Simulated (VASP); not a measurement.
# SrO (Fm-3m) in VASP: notebook

One crystal, SrO, is run at these levels: PBE+D3(BJ); tasks: relaxation of cell and atoms, electrostatic potential.

Program: VASP 6.6.1. These are calculated values, not measurements. Logs are shortened: lines on timing, memory, paths and dates and some standing lists are left out, and cuts for length are marked.

## (1) The structure

Symmetry: Fm-3m, No. 225, cubic system. Conventional cell: a = 5.130 Å, b = 5.130 Å, c = 5.130 Å, α = 90.00°, β = 90.00°, γ = 90.00°. Sr (site symmetry m-3m) is surrounded by 6 O at 2.56 Å. Around O (site symmetry m-3m) lie 6 Sr at 2.56 Å.

The cell was built by a generator and needn't be a form met in nature.

## (2) Relaxation of cell and atoms, PBE+D3(BJ)

File INCAR:

```
PREC = Accurate
ENCUT = 600
EDIFF = 1E-6
ISMEAR = 0
SIGMA = 0.02
LREAL = False
LASPH = True
NELM = 120
ALGO = Normal
ISIF = 3
LWAVE = False
LCHARG = False
GGA = PE
IVDW = 12
IBRION = 2
NSW = 40
EDIFFG = -0.005
```

File KPOINTS:

```
regular mesh
0
Gamma
  10 10 10
```

File POSCAR:

```
SrO
1.0
    0.0000000000      2.5650000000      2.5650000000
    2.5650000000      0.0000000000      2.5650000000
    2.5650000000      2.5650000000      0.0000000000
Sr O
1 1
Direct
    0.0000000000      0.0000000000      0.0000000000
    0.5000000000      0.5000000000      0.5000000000
```

Potentials or basis: VASP PAW PBE potentials, release 64 (Sr_sv, O).

On the command line:

```bash
cat potpaw_PBE.64/Sr_sv/POTCAR potpaw_PBE.64/O/POTCAR > POTCAR
mpirun -np 1 vasp_std > vasp.out
```

OUTCAR:

```text
PREC = Accurate
   ENCUT = 600
   EDIFF = 1E-6
   ISMEAR = 0
   LREAL = False
   LASPH = True
   NELM = 120
   ISIF = 3
   GGA = PE
   IVDW = 12
   IBRION = 2
   NSW = 40
   EDIFFG = -0.005
 IVDW          = 12

 ion  position               nearest neighbor table
   1  0.000  0.000  0.000-   2 2.56   2 2.56   2 2.56   2 2.56   2 2.56   2 2.56
   2  0.500  0.500  0.500-   1 2.56   1 2.56   1 2.56   1 2.56   1 2.56   1 2.56

  LATTYP: Found a face centered cubic cell.
 ALAT       =     5.1300000000

  Lattice vectors:

 A1 = (   0.0000000000,   2.5650000000,   2.5650000000)
 A2 = (   2.5650000000,   0.0000000000,   2.5650000000)
 A3 = (   2.5650000000,   2.5650000000,   0.0000000000)

Analysis of symmetry for initial positions (statically):
=====================================================================
 Subroutine PRICEL returns:
 Original cell was already a primitive cell.

 Routine SETGRP: Setting up the symmetry group for a
 face centered cubic supercell.

 Subroutine GETGRP returns: Found 48 space group operations
 (whereof 48 operations were pure point group operations)
 out of a pool of 48 trial point group operations.

The static configuration has the point symmetry O_h .

Analysis of symmetry for dynamics (positions and initial velocities):
=====================================================================
 Subroutine PRICEL returns:
 Original cell was already a primitive cell.

 Routine SETGRP: Setting up the symmetry group for a
 face centered cubic supercell.

 Subroutine GETGRP returns: Found 48 space group operations
 (whereof 48 operations were pure point group operations)
 out of a pool of 48 trial point group operations.

The dynamic configuration has the point symmetry O_h .

 Subroutine INISYM returns: Found 48 space group operations
 (whereof 48 operations are pure point group operations),
 and found     1 'primitive' translations

----------------------------------------------------------------------------------------

                                     Primitive cell

  volume of cell :      33.7514

  direct lattice vectors                    reciprocal lattice vectors
     0.000000000  2.565000000  2.565000000    -0.194931774  0.194931774  0.194931774
     2.565000000  0.000000000  2.565000000     0.194931774 -0.194931774  0.194931774
     2.565000000  2.565000000  0.000000000     0.194931774  0.194931774 -0.194931774

  length of vectors
     3.627457787  3.627457787  3.627457787     0.337631736  0.337631736  0.337631736

  position of ions in fractional coordinates (direct lattice)
     0.000000000  0.000000000  0.000000000
     0.500000000  0.500000000  0.500000000

  ion indices of the primitive-cell ions
   primitive index   ion index
                 1           1
                 2           2

----------------------------------------------------------------------------------------

 KPOINTS: regular mesh

Automatic generation of k-mesh.
 Grid dimensions read from file:
 generate k-points for:   10   10   10

 Generating k-lattice:

  Cartesian coordinates                     Fractional coordinates (reciprocal lattice)
    -0.019493177  0.019493177  0.019493177     0.100000000  0.000000000  0.000000000
     0.019493177 -0.019493177  0.019493177     0.000000000  0.100000000  0.000000000
     0.019493177  0.019493177 -0.019493177     0.000000000  0.000000000  0.100000000

  Length of vectors
     0.033763174  0.033763174  0.033763174

  Shift w.r.t. Gamma in fractional coordinates (k-lattice)
     0.000000000  0.000000000  0.000000000

 Subroutine IBZKPT returns following result:
 ===========================================

 Found     47 irreducible k-points:

 Following reciprocal coordinates:
            Coordinates               Weight
  0.000000  0.000000  0.000000      1.000000
  0.100000  0.000000  0.000000      8.000000
  0.200000  0.000000  0.000000      8.000000
  0.300000  0.000000  0.000000      8.000000
  0.400000  0.000000  0.000000      8.000000
  0.500000  0.000000  0.000000      4.000000
[... 16 lines left out ...]
  0.300000  0.300000  0.000000      6.000000
  0.400000  0.300000  0.000000     24.000000
 [... further k-points ...]
   k-points           NKPTS =     47   k-points in BZ     NKDIM =     47   number of bands    NBANDS=     12
   number of dos      NEDOS =    301   number of ions     NIONS =      2
   total plane-waves  NPLWV =  27000
   dimension x,y,z NGX =    30 NGY =   30 NGZ =   30
   dimension x,y,z NGXF=    60 NGYF=   60 NGZF=   60
   ions per type =               1   1
   NGX,Y,Z   is equivalent  to a cutoff of  13.75, 13.75, 13.75 a.u.
   NGXF,Y,Z  is equivalent  to a cutoff of  27.50, 27.50, 27.50 a.u.
 SYSTEM =  unknown system
   PREC   = accura    normal or accurate (medium, high low for compatibility)
   ISTART =      0    job   : 0-new  1-cont  2-samecut
   ICHARG =      2    charge: 1-file 2-atom 10-const
   ISPIN  =      1    spin polarized calculation?
   LNONCOLLINEAR =      F non collinear calculations
   LSORBIT =      F    spin-orbit coupling
   LASPH  =      T    aspherical Exc in radial PAW
   ENCUT  =  600.0 eV  44.10 Ry    6.64 a.u.   7.24  7.24  7.24*2*pi/ulx,y,z
   NELM   =    120;   NELMIN=  2; NELMDL= -5     # of ELM steps
   EDIFF  = 0.1E-05   stopping-criterion for ELM
   LREAL  =      F    real-space projection
   EDIFFG = -.5E-02   stopping-criterion for IOM
   NSW    =     40    number of steps for IOM
   IBRION =      2    ionic relax: 0-MD 1-quasi-New 2-CG
   NFREE  =      1    steps in history (QN), initial steepest desc. (CG)
   ISIF   =      3    stress and relaxation
   ISYM   =      2    0-nonsym 1-usesym 2-fastsym
   POTIM  = 0.5000    time-step for ionic-motion
   TEBEG  =    0.0;   TEEND  =   0.0 temperature during run
   PSTRESS=    0.0 pullay stress
   NELECT =      16.0000    total number of electrons
   NUPDOWN=      -1.0000    fix difference up-down
   EMIN   =  10.00;   EMAX   =-10.00  energy-range for DOS
   EFERMI =   0.00;   METHOD = LEGACY
   ISMEAR =     0;   SIGMA  =   0.02  broadening in eV -4-tet -1-fermi 0-gaus
   EFERMI_NEDOS =   21; number of points for ismear=-14 and -15
   IALGO  =     38    algorithm
   IMIX   =      4    mixing-type and parameters
     AMIX     =   0.40;   BMIX     =  1.00
     AMIX_MAG =   1.60;   BMIX_MAG =  1.00
  volume/ion in A,a.u.               =      16.88       113.88
  Fermi-wavevector in a.u.,A,eV,Ry     =   1.276490  2.412217 22.169701  1.629427
  Thomas-Fermi vector in A             =   2.409143
   LORBIT       =      0    0 simple, 1 ext, 2 COOP (PROOUT), +10 PAW based schemes
   GGA     = PE    functional components
   LHFCALC =     F    Hartree Fock is set to
   AEXX    =    0.0000 exact exchange contribution
   IVDW    =    12    specifies the selected vdW correction
   LEPSILON=     F    determine dielectric tensor
   LRPA    =     F    only Hartree local field effects (RPA)
 conjugate gradient relaxation of ions
 non-spin polarized calculation
 Gauss-broadening in eV      SIGMA  =   0.02
  energy-cutoff  :      600.00
  volume of cell :       33.75
 maximum number of plane-waves:      1158
 NGX is ok and might be reduce to    30
   NGX = 15   NGY = 15   NGZ = 15

--------------------------------------- Ionic step        1  -------------------------------------------

 number of electron      15.9999997 magnetization

 Free energy of the ion-electron system (eV)
  ---------------------------------------------------
  ext. energy  EPLUGINS =         0.00000000
  ---------------------------------------------------
  free energy    TOTEN  =       -12.03740631 eV

  energy without entropy =      -12.03740631  energy(sigma->0) =      -12.03740631

 E-fermi :   1.8851     XC(G=0): -10.0593

 val. band max:        1.6953715130   @ k =   0.0000   0.0000   0.0000
 cond. band min:       4.9572559567   @ k =   0.5000   0.5000   0.0000
 fundamental gap:      3.2618844437
 Fermi energy:         1.8850822984

 k-point     1 :       0.0000    0.0000    0.0000
  band No.  band energies     occupation
      1     -30.6684      2.00000
      2     -13.4036      2.00000
      3     -12.2988      2.00000
      4     -12.2988      2.00000
      5     -12.2988      2.00000
      6       1.6954      2.00000
      7       1.6954      2.00000
      8       1.6954      2.00000
      9       5.7299      0.00000
     10       7.9225      0.00000
     11       7.9225      0.00000
     12       7.9225      0.00000

 k-point     2 :       0.1000    0.0000    0.0000
  band No.  band energies     occupation
      1     -30.6550      2.00000
      2     -13.6603      2.00000
      3     -12.3069      2.00000
      4     -12.3069      2.00000
      5     -12.0750      2.00000
      6       1.3881      2.00000
      7       1.5636      2.00000
      8       1.5636      2.00000
      9       6.1955      0.00000
     10       7.8140      0.00000
     11       8.1212      0.00000
     12       8.1212      0.00000
[... 396 lines left out ...]
 POSITION                                       TOTAL-FORCE (eV/Angst)
 -----------------------------------------------------------------------------------
      2.58516      5.17032      2.58516         0.000000     -0.000000     -0.000000
      2.58516      2.58516      2.58516        -0.000000      0.000000      0.000000
 -----------------------------------------------------------------------------------
    total drift:                                0.000000      0.000000      0.000000

  FREE ENERGIE OF THE ION-ELECTRON SYSTEM (eV)
  ---------------------------------------------------
  free  energy   TOTEN  =       -12.5347168347 eV

  energy  without entropy=      -12.5347168347  energy(sigma->0) =      -12.53471683

--------------------------------------- Ionic step        3  -------------------------------------------

 number of electron      15.9999998 magnetization

 Free energy of the ion-electron system (eV)
  ---------------------------------------------------
  ext. energy  EPLUGINS =         0.00000000
  ---------------------------------------------------
  free energy    TOTEN  =       -12.04853016 eV

  energy without entropy =      -12.04853016  energy(sigma->0) =      -12.04853016

 E-fermi :   1.7755     XC(G=0):  -9.9809

 val. band max:        1.6172056067   @ k =   0.0000   0.0000   0.0000
 cond. band min:       4.8886044115   @ k =   0.5000   0.5000   0.0000
 fundamental gap:      3.2713988048
 Fermi energy:         1.7754943151

 k-point     1 :       0.0000    0.0000    0.0000
  band No.  band energies     occupation
      1     -30.8046      2.00000
      2     -13.4609      2.00000
      3     -12.4523      2.00000
      4     -12.4523      2.00000
      5     -12.4523      2.00000
      6       1.6172      2.00000
      7       1.6172      2.00000
      8       1.6172      2.00000
      9       5.5330      0.00000
     10       7.8077      0.00000
     11       7.8077      0.00000
     12       7.8077      0.00000

 k-point     2 :       0.1000    0.0000    0.0000
  band No.  band energies     occupation
      1     -30.7922      2.00000
      2     -13.7197      2.00000
      3     -12.4601      2.00000
      4     -12.4601      2.00000
      5     -12.2243      2.00000
      6       1.3124      2.00000
      7       1.4894      2.00000
      8       1.4895      2.00000
      9       5.9951      0.00000
     10       7.6998      0.00000
     11       8.0026      0.00000
     12       8.0026      0.00000
[... 356 lines left out ...]
 POSITION                                       TOTAL-FORCE (eV/Angst)
 -----------------------------------------------------------------------------------
      0.00000     -0.00000      0.00000         0.000000      0.000000     -0.000000
      2.57922      2.57922      2.57922        -0.000000     -0.000000      0.000000
 -----------------------------------------------------------------------------------
    total drift:                                0.000000      0.000000      0.000000

  FREE ENERGIE OF THE ION-ELECTRON SYSTEM (eV)
  ---------------------------------------------------
  free  energy   TOTEN  =       -12.5351699639 eV

  energy  without entropy=      -12.5351699639  energy(sigma->0) =      -12.53516996

 reached required accuracy - stopping structural energy minimisation
```

Wall time 25 s (1 thread of Intel Xeon 6975P-C (Granite Rapids), shared host); peak memory 0.2 GiB.

Results:

```yaml
Free_energy: -12.5352 eV
Relaxed_volume: 17.16 Å³/atom
Relaxed_cell: a = 3.648 Å, b = 3.648 Å, c = 3.648 Å, α = 60.00°, β = 60.00°, γ = 60.00°
Space_group_after_relaxing_to_0.05_Å: Fm-3m (No. 225)
Energy_gained_by_relaxing: 1.3 meV/atom
Ionic_steps: 3
Pressure_after_relaxing: 0.0 GPa
Band_gap_on_the_k_mesh: 3.27 eV, indirect (least direct gap 3.37 eV)
Dispersion_energy_per_atom: -0.243 eV
```

The path:
```csv
step,energy change (eV),largest force (eV/Å),pressure (GPa),volume (Å³)
1,0.0000,0.0000,1.55,33.75
2,-0.0022,0.0000,-0.61,34.55
3,-0.0027,0.0000,0.01,34.32
```

Final structure:
```yaml
crystal:
  lattice:
    - [0.00000, 2.57922, 2.57922]
    - [2.57922, 0.00000, 2.57922]
    - [2.57922, 2.57922, 0.00000]
  atoms:
    - { symbol: Sr, position: [0.00000, 0.00000, 0.00000] }
    - { symbol: O, position: [0.50000, 0.50000, 0.50000] }
```

## (3) Electrostatic potential, PBE+D3(BJ)

This run uses another cell than the first one, of 17.16 Å³/atom, 1.017 times its volume.

File INCAR:

```
SYSTEM = SrO
ALGO     = Normal         ! electronic algorithm
EDIFF    = 1E-6           ! SCF threshold, eV
ENCUT    = 520            ! plane-wave cutoff, eV
GGA      = PE             ! functional
ISIF     = 2              ! what is computed and relaxed
ISMEAR   = 0              ! smearing method
IVDW     = 12             ! dispersion correction
LASPH    = .True.         ! aspherical terms in the spheres
LCHARG   = .True.         ! write CHGCAR
LREAL    = .False.        ! projectors in reciprocal space
LVHAR    = .True.       
LWAVE    = .False.        ! write WAVECAR
NELM     = 80             ! most SCF steps
PREC     = Accurate       ! precision mode
SIGMA    = 0.02           ! smearing width, eV
```

File KPOINTS:

```
k-points
0
Gamma
  10 10 10
  0 0 0
```

File POSCAR:

```
SrO                                     
1.0
   -0.0000000000      2.5792221991      2.5792221991
    2.5792221991     -0.0000000000      2.5792221991
    2.5792221991      2.5792221991      0.0000000000
  Sr              O             
     1     1
Direct
     0.0000000000000000    0.0000000000000000    0.0000000000000000
     0.5000000000000000    0.5000000000000000    0.5000000000000000
```

Potentials or basis: VASP PAW PBE potentials, release 64 (Sr_sv, O).

On the command line:

```bash
cat potpaw_PBE.64/Sr_sv/POTCAR potpaw_PBE.64/O/POTCAR > POTCAR
mpirun -np 1 vasp_std > vasp.out
```

It took 9.1 s on 1 thread of Intel Xeon 6975P-C (Granite Rapids), shared host; peak memory 0.18 GiB.

It converged, with:

* Free energy: -12.5342 eV
* Pressure: 0.1 GPa
* Band gap on the k mesh: 3.27 eV, indirect (least direct gap 3.36 eV)
* Dispersion energy per atom: -0.243 eV

Levels at points of the mesh, in eV from the valence-band top:
```
           k point  band 4  band 5  band 6  band 7  band 8  band 9  band 10  band 11  band 12
(0.00, 0.00, 0.00)  -14.07  -14.07    0.00    0.00    0.00    3.91     6.19     6.19     6.19
(0.50, 0.00, 0.00)  -14.15  -12.89   -2.15   -1.12   -1.12    6.51     8.38     8.79     8.79
(0.50, 0.50, 0.00)  -14.43  -14.43   -0.45   -0.09   -0.09    3.27     7.73    10.11    10.30
```
